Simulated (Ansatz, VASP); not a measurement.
# MgO: VASP beside Ansatz

The input POSCAR:

```
MgO
1.0
    3.3868637449      0.0000000000      0.0000000000
   -1.6934318725      2.9331100423      0.0000000000
    0.0000000000      0.0000000000      5.1853972630
Mg O
2 2
Direct
    0.3333333333      0.6666666667     -0.0086890223
    0.6666666667      0.3333333333      0.4913109777
    0.3333333333      0.6666666667      0.3836890223
    0.6666666667      0.3333333333      0.8836890223
```

Contents of INCAR.step1:

```
PREC = Accurate ; ENCUT = 520
ISMEAR = 0 ; SIGMA = 0.01
LREAL = False ; LASPH = True
NELM = 60 ; NBANDS = 16
GGA = PE ; ALGO = Normal
EDIFF = 1E-4 ; LWAVE = True
LCHARG = False
```

File INCAR.step2:

```
PREC = Accurate ; ENCUT = 520
EDIFF = 1E-6 ; ISMEAR = 0
SIGMA = 0.01 ; LREAL = False
LASPH = True ; NELM = 60
ALGO = Normal ; ISIF = 2
LWAVE = False ; LCHARG = True
METAGGA = R2SCAN ; LMIXTAU = True
LELF = True ; LVHAR = True
NBANDS = 16 ; ISTART = 1
```

Contents of KPOINTS:

```
regular mesh
0
Gamma
  12 12 6
```

Input for Ansatz:

```yaml
crystal:
  lattice:
    - [3.3868637449, 0.0, 0.0]
    - [-1.6934318725, 2.9331100423, 0.0]
    - [0.0, 0.0, 5.185397263]
  atoms:
    - { symbol: Mg, position: [0.3333333333, 0.6666666667, -0.0086890223] }
    - { symbol: Mg, position: [0.6666666667, 0.3333333333, 0.4913109777] }
    - { symbol: O, position: [0.3333333333, 0.6666666667, 0.3836890223] }
    - { symbol: O, position: [0.6666666667, 0.3333333333, 0.8836890223] }
kpoints:
  mp_grid: { grid: [12, 12, 6] }
  band_path:
    path:
      - [0.0, 0.0, 0.0]
      - [0.5, 0.0, 0.0]
      - [0.3333333333, 0.3333333333, 0.0]
      - [0.0, 0.0, 0.5]
      - [0.5, 0.0, 0.5]
      - [0.3333333333, 0.3333333333, 0.5]
    npoints: 1
hamiltonian:
  xc: r2scan
scf:
  occupations: { method: fixed }
  n_extra_bands: 5
output:
  forces: true
  stress: true
  eigenvalues: true
  write_density: true
  write_potential: true
  elf: true
  volumetric_format: npy
```

Change from the starting cell: hydrostatic strain +3.0%.

Alike in both runs: task single point; functional r2SCAN; k mesh 12 × 12 × 6; no spin polarisation.

|  | VASP | Ansatz |
| --- | --- | --- |
| version | VASP 6.6.1 | Ansatz 0.2.0 |
| potentials or method | VASP PAW PBE potentials, release 64 (Mg, O) | plane waves, PAW |
| plane-wave cutoff (eV) | 520 | 500 |
| occupations | gaussian, width 0.01 eV | fixed |
| valence electrons in the cell | 16 | 32 |

```tsv
	VASP	Ansatz	Ansatz less VASP
gap on the k mesh at the Fermi level (eV)	3.73	3.74	+0.015
pressure (GPa)	-10.0	-9.3	+0.62
largest component of the traceless stress (GPa)	1.38	1.32	-0.061
```

The two sets of potentials don't hold the same shells in valence.

Caveats: the PAW data sets were made with another functional, which shifts forces and pressure a little (VASP). A k mesh can miss the band edges.
